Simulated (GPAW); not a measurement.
# CoO (Fm-3m) in GPAW: notebook

One crystal, CoO, is run at these levels: PBE; tasks: single point.

Everything below comes from runs of GPAW 26.7.0. Logs are shortened: lines on timing, memory, paths and dates and some standing lists are left out, and cuts for length are marked. The log counts tension as positive stress, the text compression.

### 1 Starting point

The structure is cubic, space group Fm-3m (No. 225). The conventional cell has a = 4.263 Å, b = 4.263 Å, c = 4.263 Å, α = 90.00°, β = 90.00°, γ = 90.00°. Co (site symmetry m-3m) has 6 O at 2.13 Å as nearest neighbours. O (site symmetry m-3m) has 6 Co at 2.13 Å as nearest neighbours.

### 2 Single point, PBE, collinear spin, ferromagnetic start

File run.py:

```python
from ase import Atoms
from ase.dft.bandgap import bandgap
from ase.io import write
from ase.units import GPa
from gpaw import GPAW, PW

atoms = Atoms(['Co', 'O'],
              cell=[[0.0, 2.1315, 2.1315],
                    [2.1315, 0.0, 2.1315],
                    [2.1315, 2.1315, 0.0]],
              scaled_positions=[[0.0, 0.0, 0.0],
                                [0.5, 0.5, 0.5]],
              pbc=True)
atoms.set_initial_magnetic_moments([2.0, 0.0])

calc = GPAW(mode=PW(800),
            xc='PBE',
            kpts={'size': (11, 11, 11), 'gamma': True},
            occupations={'name': 'methfessel-paxton', 'order': 0, 'width': 0.013000000000000001},
            nbands=17,
            convergence={'density': 1e-05, 'energy': 1e-05},
            maxiter=150,
            txt='gpaw.txt')
atoms.calc = calc
energy = atoms.get_potential_energy()
forces = atoms.get_forces()
stress = atoms.get_stress()
calc.write('gs.gpw')
write('result.traj', atoms)
print(f'Energy: {energy:.6f} eV')
print('Forces (eV/A):')
print(forces.round(4))
print('Stress (GPa):', (stress / GPa).round(3))
print('Moments:', calc.get_magnetic_moments().round(3))
print('Fermi level:', round(calc.get_fermi_level(), 4), 'eV')
print(f'Gap: {bandgap(calc)[0]:.4f} eV, direct: {bandgap(calc, direct=True)[0]:.4f} eV')
```

Potentials or basis: GPAW PAW data sets (gpaw-data 1.2.1), pw.

Started as:

```console
OMP_NUM_THREADS=1 python run.py
```

gpaw.txt:

```text
__  _  _
 | _ |_)|_||  |
 |__||  | ||/\| - 26.7.0

Input parameters:
  mode=PW(ecut=800.0),
  convergence={'density': 1e-05, 'energy': 1e-05},
  kpts=MonkhorstPack(size=(11, 11, 11), gamma=True),
  maxiter=150,
  nbands=17,
  occupations=Occupations(name='methfessel-paxton', order=0, width=0.013000000000000001),
  xc=XC(name='PBE')

Diagonalizing LCAO Hamiltonian
Converting LCAO to pw mode

              O

       Co

Atoms  # Å, Bohr magnetons
|   | symbol |        x |        y |        z |    initial magnetic moments |
|---|--------|----------|----------|----------|-----------------------------|
| 0 |     Co | 0.000000 | 0.000000 | 0.000000 | ( 0.0000,  0.0000,  2.0000) |
| 1 |      O | 2.131500 | 2.131500 | 2.131500 | ( 0.0000,  0.0000,  0.0000) |

Unit cell  # Å
| periodic |        x |        y |        z |  lengths |    angles |
|----------|----------|----------|----------|----------|-----------|
|      yes | 0.000000 | 2.131500 | 2.131500 | 3.014396 | 60.000000 |
|      yes | 2.131500 | 0.000000 | 2.131500 | 3.014396 | 60.000000 |
|      yes | 2.131500 | 2.131500 | 0.000000 | 3.014396 | 60.000000 |

Number of symmetries: 48
Symmetry operations  # r_c * U_cc + t_c -> r_c
|    | kind |            matrix            |
|----|------|------------------------------|
|  0 |  σ   |  1, 0, 0,  1, 0,-1,  1,-1, 0 |
|  1 |  C2  |  1, 0, 0,  1,-1, 0,  1, 0,-1 |
|  2 |  E   |  1, 0, 0,  0, 1, 0,  0, 0, 1 |
|  3 |  σ   |  1, 0, 0,  0, 0, 1,  0, 1, 0 |
|  4 |  C4  |  1, 0,-1,  1, 0, 0,  1,-1, 0 |
|  5 |  S6  |  1, 0,-1,  1,-1, 0,  1, 0, 0 |
|  6 |  σ   |  1, 0,-1,  0, 1,-1,  0, 0,-1 |
|  7 |  C3  |  1, 0,-1,  0, 0,-1,  0, 1,-1 |
|  8 |  S6  |  1,-1, 0,  1, 0, 0,  1, 0,-1 |
|  9 |  C4  |  1,-1, 0,  1, 0,-1,  1, 0, 0 |
| 10 |  C3  |  1,-1, 0,  0,-1, 1,  0,-1, 0 |
| 11 |  σ   |  1,-1, 0,  0,-1, 0,  0,-1, 1 |
| 12 |  σ   |  0, 1, 0,  1, 0, 0,  0, 0, 1 |
| 13 |  C4  |  0, 1, 0,  0, 1,-1, -1, 1, 0 |
| 14 |  C3  |  0, 1, 0,  0, 0, 1,  1, 0, 0 |
| 15 |  S6  |  0, 1, 0, -1, 1, 0,  0, 1,-1 |
| 16 |  C2  |  0, 1,-1,  1, 0,-1,  0, 0,-1 |
| 17 |  σ   |  0, 1,-1,  0, 1, 0, -1, 1, 0 |
| 18 |  S4  |  0, 1,-1,  0, 0,-1,  1, 0,-1 |
| 19 |  C4  |  0, 1,-1, -1, 1, 0,  0, 1, 0 |
| 20 |  C3  |  0, 0, 1,  1, 0, 0,  0, 1, 0 |
| 21 |  σ   |  0, 0, 1,  0, 1, 0,  1, 0, 0 |
| 22 |  S6  |  0, 0, 1,  0,-1, 1, -1, 0, 1 |
| 23 |  C4  |  0, 0, 1, -1, 0, 1,  0,-1, 1 |
| 24 |  S4  |  0, 0,-1,  1, 0,-1,  0, 1,-1 |
| 25 |  C3  |  0, 0,-1,  0, 1,-1,  1, 0,-1 |
| 26 |  C2  |  0, 0,-1,  0,-1, 0, -1, 0, 0 |
| 27 |  S6  |  0, 0,-1, -1, 0, 0,  0,-1, 0 |
| 28 |  S4  |  0,-1, 1,  1,-1, 0,  0,-1, 0 |
| 29 |  C4  |  0,-1, 1,  0, 0, 1, -1, 0, 1 |
| 30 |  C2  |  0,-1, 1,  0,-1, 0,  1,-1, 0 |
| 31 |  σ   |  0,-1, 1, -1, 0, 1,  0, 0, 1 |
| 32 |  C3  |  0,-1, 0,  1,-1, 0,  0,-1, 1 |
| 33 |  S6  |  0,-1, 0,  0, 0,-1, -1, 0, 0 |
| 34 |  S4  |  0,-1, 0,  0,-1, 1,  1,-1, 0 |
| 35 |  C2  |  0,-1, 0, -1, 0, 0,  0, 0,-1 |
| 36 |  C2  | -1, 1, 0,  0, 1, 0,  0, 1,-1 |
| 37 |  S6  | -1, 1, 0,  0, 1,-1,  0, 1, 0 |
| 38 |  S4  | -1, 1, 0, -1, 0, 1, -1, 0, 0 |
| 39 |  C3  | -1, 1, 0, -1, 0, 0, -1, 0, 1 |
| 40 |  S6  | -1, 0, 1,  0, 0, 1,  0,-1, 1 |
| 41 |  C2  | -1, 0, 1,  0,-1, 1,  0, 0, 1 |
[... 95 lines left out ...]
    |   2s |  2.000 |     -23.961 |    0.688 |
    |   2p |  4.000 |      -9.029 |    0.598 |
    |    s |        |       3.251 |    0.688 |
    |    p |        |      18.182 |    0.598 |
    |    d |        |       0.000 |    0.619 |

    Using partial waves for O as LCAO basis

Reference energy: -39943.562207  # eV

eigensolver:
  PPCG
  Converge bands: occupied
  niter=2

density mixing:
  MSR1-Mixer
  Pratt-step length: 0.05
  Maximum mixing coefficient: 0.75
  Old densities: 10
  SVD Regularization: 0.005
  Good broyden scale: 1.0
  Trust region scale: 1.0
  Backstep threshold: 4.0
  History deletion threshold: 6.0
  Fourier metric: weight=20.0, sigma=0.015

occupation numbers:
  Methfessel-Paxton:
    width: 0.0130  # eV
    order: 0

poisson solver:
  ecut: 6400.0  # eV

xc functional:
  name: PBE with 2 nearest neighbor stencil

convergence criteria:
- Maximum integral of absolute [dens]ity change: 1e-05 electrons / valence electron
- Maximum [total energy] change in last 3 cyles: 1e-05 eV / valence electron
- Maximum integral of absolute [eigenst]ate change: 4e-08 eV^2 / valence electron
maximum number of iterations: 150

SCF iterations
|iter     | |      energy | eigst |  dens |  magmom |
|---------|-|-------------|-------|-------|---------|
|iter:   1| |  -14.736786 | -0.06 |       |  +2.0015|
|iter:   2| |  -14.573598 | -2.07 | -0.82 |  +2.0421|
|iter:   3| |  -14.330502 | -1.94 | -0.87 |  +2.2913|
|iter:   4| |  -14.404750 | -2.58 | -1.27 |  +2.4716|
|iter:   5| |  -14.463882 | -2.36 | -1.47 |  +2.8184|
|iter:   6| |  -14.465517 | -3.90 | -2.01 |  +2.8153|
|iter:   7| |  -14.464401 | -4.49 | -2.00 |  +2.8160|
|iter:   8| |  -14.466351 | -3.84 | -2.15 |  +2.8968|
|iter:   9| |  -14.467123 | -4.06 | -2.34 |  +2.9844|
|iter:  10| |  -14.467192 | -5.43 | -2.91 |  +2.9816|
|iter:  11| |  -14.467205c| -6.03 | -3.40 |  +2.9914|
|iter:  12| |  -14.467205c| -7.43c| -3.92 |  +2.9898|
|iter:  13| |  -14.467205c| -7.85c| -4.58 |  +2.9901|
|iter:  14| |  -14.467205c| -8.47c| -5.11c|  +2.9900|

Converged in 14 steps
Energy contributions relative to reference atoms: (reference = -39943.562207)

Energy contributions:
  Kinetic:          27.385286
  Coulomb:         -24.012183
  Zero:              0.105721
  External:          0.000000
  Xc:              -17.945888
  Entropy:          -0.000285
  Spinorbit:         0.000000
  ----------------------------
  Free energy:     -14.467348
  Extrapolated:    -14.467205

dipole moment: (-11.348107, -11.348107, -11.348107)  # |e|*Ang

Total magnetic moment: (0.000000, 0.000000, 2.989959)

Local magnetic moments
|        x |        y |        z |
|----------|----------|----------|
| 0.000000 | 0.000000 | 2.567001 |  # Co   0
| 0.000000 | 0.000000 | 0.249257 |  # O    1

Fermi level: 8.768
Eigenvalues  # (at kpt = [0.000, 0.000, 0.000])
| band index |      eig [eV] | occ [0-1] |      eig [eV] | occ [0-1] |
|------------|---------------|-----------|---------------|-----------|
|          0 |       -11.514 |     1.000 |       -10.990 |     1.000 |
|          1 |         5.429 |     1.000 |         6.129 |     1.000 |
|          2 |         5.429 |     1.000 |         6.129 |     1.000 |
|          3 |         5.542 |     1.000 |         6.129 |     1.000 |
|          4 |         5.542 |     1.000 |         7.645 |     1.000 |
|          5 |         5.542 |     1.000 |         7.645 |     1.000 |
[... 9 lines left out ...]
|         15 |        29.955 |     0.000 |        30.970 |     0.000 |
|         16 |        29.955 |     0.000 |        30.970 |     0.000 |

No gap
No difference between direct/indirect transitions

Forces  # eV/Ang
|        x |        y |       z |
|----------|----------|---------|
|  0.00000 |  0.00000 | 0.00000 |  # Co   0
| -0.00000 | -0.00000 | 0.00000 |  # O    1

Stress tensor  # eV/Ang^3
|        x |         y |         z |
|----------|-----------|-----------|
| 0.006421 |  0.000000 |  0.000000 |
| 0.000000 |  0.006421 | -0.000000 |
| 0.000000 | -0.000000 |  0.006421 |

# Writing to gs.gpw (mode='')
```

Run time: 33 s. Hardware: 1 thread of Arm Neoverse V2, shared host; peak memory 0.18 GiB.

What came out:

- Free energy: -14.4673 eV
- Pressure: -1.0 GPa
- Band gap on the k mesh: none (metal or under the smearing width)
- Net moment: 2.99 μB per cell
- Site moments: Co +2.57; O +0.25 μB

Caveat: a cell with one magnetic atom can't hold antiferromagnetic order, which such compounds often take; semilocal functionals often make such compounds metallic where correlation or magnetic order opens a gap, which also shifts bond lengths.

(Continued in part 2 of 2.)
